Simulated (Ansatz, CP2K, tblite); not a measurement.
# Generalised stacking fault on (110) of a KCl-RbCl solid solution (80 atoms) in other programs, against a plane-wave reference

How near do other programs and methods come to a plane-wave reference for generalised stacking fault on (110) of a KCl-RbCl solid solution (80 atoms)? A plane-wave run serves as the reference.

Program: Ansatz 0.2.0. Level of theory: Kohn-Sham DFT, PBE, PAW, plane waves. Results are calculated unless marked as measured.

## Step 1: The starting structure

The cell holds 80 atoms: 13 Rb, 40 Cl and 27 K. Its edges and angles: a = 7.339 Å, b = 10.379 Å, c = 26.094 Å, α = 90.0°, β = 86.6°, γ = 90.0°. CsCl-type KCl lattice (a = 3.6697 Å, the value set for the mixture), cell with z along [110], 2 x 2 x 5 periods; the third cell vector is tilted by 0.417 of [001] and lengthened by 0.1 Å, so the cell holds one fault; displaced by a Gaussian of 0.01 Å; 13 of 40 K sites given to Rb at random (lattice constant by Vegard's rule between KCl and RbCl). Then every atom was moved at random, 0.05 Å r.m.s. a Cartesian component. The structure's axis is c.

## Step 2: The reference run

The PAW files are the set soft_2.

input.yaml

```yaml
crystal:
  lattice:
    - [7.3394, 0.0, 0.0]
    - [0.0, 10.37948, 0.0]
    - [1.52902, 0.0, 26.0487]
  atoms:
    - { symbol: Rb, position: [0.78146, 0.99717, 0.99326] }
    - { symbol: Cl, position: [0.22328, 0.99982, 0.10076] }
    - { symbol: K, position: [0.30149, 0.00152, 0.99411] }
    - { symbol: Cl, position: [0.73002, 0.99769, 0.09923] }
    [... 70 atom lines left out ...]
    - { symbol: K, position: [0.31855, 0.25325, 0.89501] }
    - { symbol: Cl, position: [0.53738, 0.24504, 0.99786] }
    - { symbol: K, position: [0.82243, 0.74958, 0.89842] }
    - { symbol: Cl, position: [0.04111, 0.74714, 0.99378] }
    - { symbol: Rb, position: [0.327, 0.74951, 0.89368] }
    - { symbol: Cl, position: [0.54495, 0.75014, 0.99568] }
kpoints:
  mp_grid: { grid: [1, 1, 1] }
hamiltonian:
  xc: pbe
scf:
  occupations: { method: fermi_dirac, width: 0.05 }
output:
  forces: true
  eigenvalues: true
  populations: true
  stress: true
```

Started as:

```
> ansatz run input.yaml --threads 4 --pin off --max-ram 8192MiB --backend cpu --events-out ev --progress --plain --runs-dir out
```

The program printed:

```text
[...]
Pseudopotentials: kind: paw
Pseudopotential: Rb, paw, valence charge 9, recommended cutoff 420 eV (normal), Rb.paw.azcp
Pseudopotential: Cl, paw, valence charge 7, recommended cutoff 420 eV (normal), Cl.paw.azcp
Pseudopotential: K, paw, valence charge 9, recommended cutoff 420 eV (normal), K.paw.azcp
[... 5 lines on functional and potentials left out ...]
Crystal: 80 atoms, lattice volume = 1984.368 Å³
Basis set: ecut = 420 eV, 38813 PW (Γ), exchange–correlation on 100×144×360 points (8 copies of the dense FFT grid, shifted against one another)
Bands: 400, of which v1, the nominal top of the filled ones, is band 320 counted from 1 (319 counted from 0)
Symmetry: 1 space group operations
Space group: P1 (ITA 1), of the structure as read, at distance tolerance 1.3e-4 Å
k-points: 1
[... 7 lines on functional and potentials left out ...]
Initial density: superposition of atomic densities (neutral atoms: chi_scale 0, normalization atom), corrected by the library's trained network
Initial wavefunctions: pseudopotential atomic-orbital guess
[...]
SCF iter   1: F=—  HF=-127316.289256 eV  |F-HF|=—  |Δ(HF+E_count)|=         —  Δρ=1.81e-3  dr2=7.28e-2  ethr=1.77e-3  ⟨swp⟩=10.0  Hψ=2081  notcnv=0  defer=42
preconditioner: auto → Resta (q_TF=auto, 2.259 Å⁻¹)  ε∞=2.9  [insulator: Δε(μ)=5.413 eV  Ē_g=14.136 eV  σ=0.050 eV  W_gap=1.00  n_scr=398 (ndim 8)  ℏωp=19.7 eV  f_vac=0.004  D(μ)=0.00/eV (n_scr^D=0)  ε∞_Penn≈2.9]
[...]
SCF iter   6: F=—  HF=-127316.240455 eV  |F-HF|=—  |Δ(HF+E_count)|=   5.13e-4  Δρ=4.33e-6  dr2=3.83e-7  ethr=9.22e-10  ⟨swp⟩=2.0  Hψ=720  notcnv=0  defer=54
SCF iter   7: F=-127316.240455 eV  HF=-127316.240455 eV  |F-HF|=2.29e-8  |Δ(HF+E_count)|=   4.63e-7  Δρ=1.21e-6  dr2=3.10e-8  ethr=1.56e-11  ⟨swp⟩=16.0  Hψ=2129  notcnv=0
SCF 1 converged in 7 iterations: F = -127316.240455 eV  dr2 = 3.10e-8
[...]
SCF converged after 7 iterations
Free energy (F): -127316.240455 eV
Harris-Foulkes:  -127316.240455 eV  (|F-HF|=2.29e-8)
Internal energy: -127316.240455 eV  (E = F + TS)
E sigma→0 (E₀):  -127316.240455 eV
Fermi energy:    6.525525 eV
--- Per-component energies (eV) ---
[...]
Σ components = -127316.240455   (vs F -127316.240455, Δ=0.00e0)
--- Forces (eV/Å), atoms counted from 1 ---
  atom   1  Rb     0.42931513     0.05446047    -0.81977578
  atom   2  Cl    -0.20253564    -0.05159655     0.12175311
  atom   3  K     -0.20455623    -0.06951764    -0.51677205
  atom   4  Cl     0.03313248    -0.11739181     0.91572283
[...]
atom  80  Cl     0.05851115    -0.21735086    -0.88361617
  max |Σ_I F_I| component: 1.28e-5 eV/Å
--- Stress (GPa, compression-positive) ---
        7.440976       0.037628      -0.207876
        0.037628       4.803503       0.013562
       -0.207876       0.013562       6.236798
  P = ⅓ Tr σ = 6.1604 GPa (61.604 kbar)
--- Band table (eV) ---
  k-point 0: bands = ["-24.4813", "-24.4016", "-24.2587", "-24.2222", [... 384 levels ...], "12.0841", "12.0900", "12.1107", "12.1400", "12.1523", "12.1820", "12.2228", "12.2401", "12.2440", "12.2888", "12.3076", "12.3184"]
--- Löwdin populations: 80 sites ---
  site symbol       q [e]
     0     Rb      8.1692
     1     Cl      7.7175
     2      K      8.2350
[...]
79     Cl      7.7185
  spilling = 0.004330 (of n_electrons = 640.000000)
```

Wall time 25 s (4 threads of Arm Neoverse V2, shared host); peak memory 2.3 GiB; 96 s of CPU time.

Read from the output:

```
free energy                                      : -127316.2405 eV
free energy per atom                             : -1591.4530 eV/atom
SCF cycles                                       : 7
pressure                                         : 6.16 GPa
r.m.s. force component                           : 0.2871 eV/Å
longest force                                    : 1.7 eV/Å
Fermi energy                                     : 6.526 eV
gap (highest filled to lowest empty level) : 5.426 eV
spilling of the projection                       : 0.00433
```

Neighbours are counted within 3.73 Å (Cl-K), 3.77 Å (Cl-Rb).

Length of the force by element and coordination:

| element | coordination | atoms | mean length of the force (eV/Å) | spread | least | most |
| --- | --- | --- | --- | --- | --- | --- |
| Cl | all | 40 | 0.422 | 0.289 | 0.044 | 1.70 |
| Cl | 7 | 8 | 0.729 | 0.449 | 0.158 | 1.70 |
| Cl | 8 | 32 | 0.346 | 0.158 | 0.044 | 0.730 |
| K | all | 27 | 0.324 | 0.240 | 0.0696 | 1.16 |
| K | 7 | 6 | 0.672 | 0.267 | 0.290 | 1.16 |
| K | 8 | 21 | 0.225 | 0.0943 | 0.0696 | 0.429 |
| Rb | all | 13 | 0.485 | 0.378 | 0.152 | 1.61 |
| Rb | 7 | 2 | 1.27 | 0.343 | 0.927 | 1.61 |
| Rb | 8 | 11 | 0.342 | 0.122 | 0.152 | 0.583 |

Löwdin charges by element and coordination (they lack the spilled electrons, 0.035 e an atom on average):

| element | coordination | atoms | mean charge (e) | spread | least | most |
| --- | --- | --- | --- | --- | --- | --- |
| Cl | all | 40 | -0.722 | 0.0015 | -0.724 | -0.718 |
| Cl | 7 | 8 | -0.719 | 0.0012 | -0.721 | -0.718 |
| Cl | 8 | 32 | -0.722 | 7.0e-4 | -0.724 | -0.721 |
| K | all | 27 | 0.775 | 0.0104 | 0.754 | 0.788 |
| K | 7 | 6 | 0.778 | 0.0084 | 0.765 | 0.788 |
| K | 8 | 21 | 0.774 | 0.0107 | 0.754 | 0.787 |
| Rb | all | 13 | 0.824 | 0.0094 | 0.810 | 0.836 |
| Rb | 7 | 2 | 0.829 | 0.0018 | 0.827 | 0.831 |
| Rb | 8 | 11 | 0.824 | 0.01 | 0.810 | 0.836 |

The levels nearest the highest filled one (over half full), pooled over k-points and spins:

| level less the highest filled one (eV) | occupation |
| --- | --- |
| -0.144 | 2 |
| -0.119 | 2 |
| -0.114 | 2 |
| -0.103 | 2 |
| -0.0718 | 2 |
| 0 | 2 |
| 5.43 | 0 |
| 5.83 | 0 |
| 5.99 | 0 |
| 6.08 | 0 |
| 6.11 | 0 |
| 6.14 | 0 |

## Step 3: What was run beside it

The programs:
- CP2K 2026.2: Gaussian basis with GTH pseudopotentials and a plane-wave density; labels give functional, basis (MOLOPT sets; SR short-range, UZH the newer set with its own potentials), grid cutoff/relative cutoff and solver (OT: orbital transformation; TRS4, TC2, SIGN: linear-scaling purification with its sparsity filter), or its built-in tight binding.
- tblite 0.8.0: extended tight binding, driven from Python.

All use the same cell and atoms; the electronic-structure runs use the same k-mesh, and an electronic temperature of 580 K (0.05 eV) where levels are smeared.

Differences are against the plane-wave reference, forces as r.m.s. over components; share is that over the reference's r.m.s. force, slope the least-squares factor from reference forces to these. Total energies of different programs have different zeros and aren't compared.

| run | Δ force, r.m.s. (meV/Å) | share (%) | slope | Δ pressure (GPa) | Δ gap (eV) | cores | CPU time | memory (GiB) |
| --- | --- | --- | --- | --- | --- | --- | --- | --- |
| reference | - | - | - | - | - | 4 | 96 s | 2.3 |
| CP2K PBE, DZVP-UZH, 210/50 Ry, diagonalisation (coarse) | 24.2 | 8.44 | 1.077 | 0.452 | -0.0409 | 2 | 12 min | 1.4 |
| CP2K PBE, DZVP-UZH, 300/50 Ry, diagonalisation (coarse) | 24.0 | 8.35 | 1.077 | 0.451 | -0.0409 | 4 | 14 min | 3.9 |
| CP2K PBE, DZVP-UZH, 600/50 Ry, diagonalisation | 23.8 | 8.27 | 1.076 | 0.451 | -0.0409 | 2 | 14 min | 5.3 |
| CP2K PBE, SZV-MOLOPT-SR, 600/50 Ry, diagonalisation (coarse) | 132 | 46.0 | 1.450 | 3.65 | -0.869 | 1 | 6.6 min | 5.2 |
| CP2K PBEsol, PBE potentials, DZVP-UZH, 600/50 Ry, diagonalisation | 12.8 | 4.44 | 1.025 | -1.58 | -0.245 | 2 | 13 min | 5.3 |
| tblite GFN1-xTB | 284 | 98.8 | 0.548 | -4.73 | - | 1 | 4 s | 0.14 |

Rows marked coarse were listed beforehand as settings not expected to be converged; some can still land near the reference.

CPU time is summed over cores on a shared host, where runs went side by side, so it is rough. Symmetry, cutoffs, thresholds, outputs and thread counts weren't matched or tuned between programs; memory under MPI is the largest rank's times the ranks.

Left out of the table, since they converged to an unphysical state: CP2K GFN1-xTB, diagonalisation (forces off by up to 2.2 eV/Å).

Mean charges by element (e), by run and scheme:

| run | scheme | Rb | Cl | K |
| --- | --- | --- | --- | --- |
| reference | Löwdin | +0.82 | -0.72 | +0.77 |
| CP2K PBE, DZVP-UZH, 600/50 Ry, diagonalisation | Mulliken | +0.66 | -0.62 | +0.60 |
| CP2K PBE, DZVP-UZH, 600/50 Ry, diagonalisation | Hirshfeld | +0.24 | -0.24 | +0.23 |
| CP2K PBEsol, PBE potentials, DZVP-UZH, 600/50 Ry, diagonalisation | Mulliken | +0.62 | -0.59 | +0.58 |
| CP2K PBEsol, PBE potentials, DZVP-UZH, 600/50 Ry, diagonalisation | Hirshfeld | +0.23 | -0.22 | +0.22 |
| tblite GFN1-xTB | Mulliken | +0.76 | -0.68 | +0.65 |

The reference's Löwdin charges lack the electrons that the projection spills, 0.035 e an atom on average.

Within one program, basis, potentials and functional, energies share a zero. Each run against its twin at the usual cutoff or grid and solver:

| run | twin | Δ energy (meV/atom) | Δ force, r.m.s. (meV/Å) | CPU time over the twin's |
| --- | --- | --- | --- | --- |
| CP2K PBE, DZVP-UZH, 210/50 Ry, diagonalisation | DZVP-UZH, 600/50 Ry, diagonalisation | -0.058 | 3.37 | 0.85 |
| CP2K PBE, DZVP-UZH, 300/50 Ry, diagonalisation | DZVP-UZH, 600/50 Ry, diagonalisation | -0.0042 | 1.26 | 1.0 (this twin ran on 2 cores) |

## Step 4: Summary of results

| Quantity | Value |
| --- | --- |
| reference r.m.s. force component | 0.287 eV/Å |
| nearest in forces | CP2K PBEsol, PBE potentials, DZVP-UZH, 600/50 Ry, diagonalisation, 4.4 % |
| farthest in forces | tblite GFN1-xTB, 99 % |
| cheapest electronic-structure run beside the reference | tblite GFN1-xTB, 4 s of CPU time |

**Reading.** The PBE run in local orbitals, coarse settings apart, differs by 8.3 % (CP2K PBE, DZVP-UZH, 600/50 Ry, diagonalisation); basis, grid and potentials can all enter. Tight binding differs by 99 % (tblite GFN1-xTB); it is another model, with fitted parameters of its own, and the xTB methods hold dispersion. Rows with another functional or a dispersion term differ by 4.4 % (CP2K PBEsol, PBE potentials, DZVP-UZH, 600/50 Ry, diagonalisation), which mixes the change of model with differences of basis and potentials, some of them made for another functional. Runs with settings chosen to be coarse differ by 8.3 % (CP2K PBE, DZVP-UZH, 300/50 Ry, diagonalisation) to 46 % (CP2K PBE, SZV-MOLOPT-SR, 600/50 Ry, diagonalisation), their programs' other errors included. One electronic-structure run takes under half the reference's CPU time: tblite GFN1-xTB, at 99 % in 4 s against 96 s, too far off to be of use; its pressure misses by -4.7 GPa. CP2K PBE, SZV-MOLOPT-SR, 600/50 Ry, diagonalisation stiffens the forces by a factor of 1.45 while following their directions (correlation 0.998); the slopes of the 5 CP2K runs lie between 1.02 and 1.45. At the same functional, gaps differ from the reference's 5.43 eV by between -0.87 and -0.04 eV. These are spacings on the run's k-points, which needn't hold the band edges. In pressure, CP2K PBE, SZV-MOLOPT-SR, 600/50 Ry, diagonalisation misses by +3.7 GPa, at the same functional. Charges hang on model, scheme and program or settings: among these rows the mean for Rb runs from +0.23 to +0.82 e. In the reference: filled and empty levels are parted by 5.43 eV at Γ alone; the mesh holds the band edges only if they fold onto it, so the gap at this level can be narrower or closed, while semilocal functionals tend to narrow gaps against experiment. In the reference: forces differ by site in this geometry: K atoms with 7 neighbours bear 0.67 eV/Å on average, against 0.22 eV/Å for those with 8. Periodic xTB results under one method name differ between programs and library versions. The host structure and its lattice constant were typed by rule, without a check against the phase diagram. The reference's pressure of 6.2 GPa says that the cell would expand at this level of theory. The electronic-structure runs sample only Γ, in a cell whose shortest periodic width is 7 Å.

[Also dropped from logs without a mark: logging warnings of Python, and SIESTA's first energy breakdown and zero terms.]

[Logs are printed without paths, hosts, clocks, repeated set-up lines and the standing remarks that a program may print on its own settings, such as how far it seeks lower states.]

[Hosts, paths, dates, database ids (printed as entryN), source tags and the programs' standing remarks are cut or masked in the printed files.]
